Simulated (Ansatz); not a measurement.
## In in Ansatz: the effect of functional

Crystal: In.

```
CELL_PARAMETERS angstrom
3.35757 0.00000 0.00000
-1.67879 2.90775 0.00000
0.00000 0.00000 5.54563
ATOMIC_POSITIONS crystal
In 0.66667 0.33333 0.75000
In 0.33333 0.66667 0.25000
```

This isn't the form of In at room conditions, which is tetragonal.

The cell isn't the ideal one: volume scaled by 1.02.

Alike in all runs:

```yaml
Program: Ansatz 0.2.0
Task: single point
Potentials_or_basis: Ansatz PAW
k_mesh: 9 × 9 × 5
Occupations: fermi-dirac, width 0.05 eV
Spin: no spin polarisation
```

Question: One run gave: pressure -2.0 GPa. Which functional did it use?
A. r2SCAN
B. PBEsol
C. LDA

Answer: B.

| functional | cutoff | pressure (GPa) |
| --- | --- | --- |
| LDA | 420 eV (not typed: the program's choice for these potentials) | -3.4 |
| PBEsol | 420 eV (not typed: the program's choice for these potentials) | -2.0 |
| r2SCAN | 500 eV (not typed: the program's choice for these potentials) | -1.0 |

Caveats: the PAW data sets come from PBE, with cores solved anew for the run's functional, which leaves a small shift of forces and pressure.
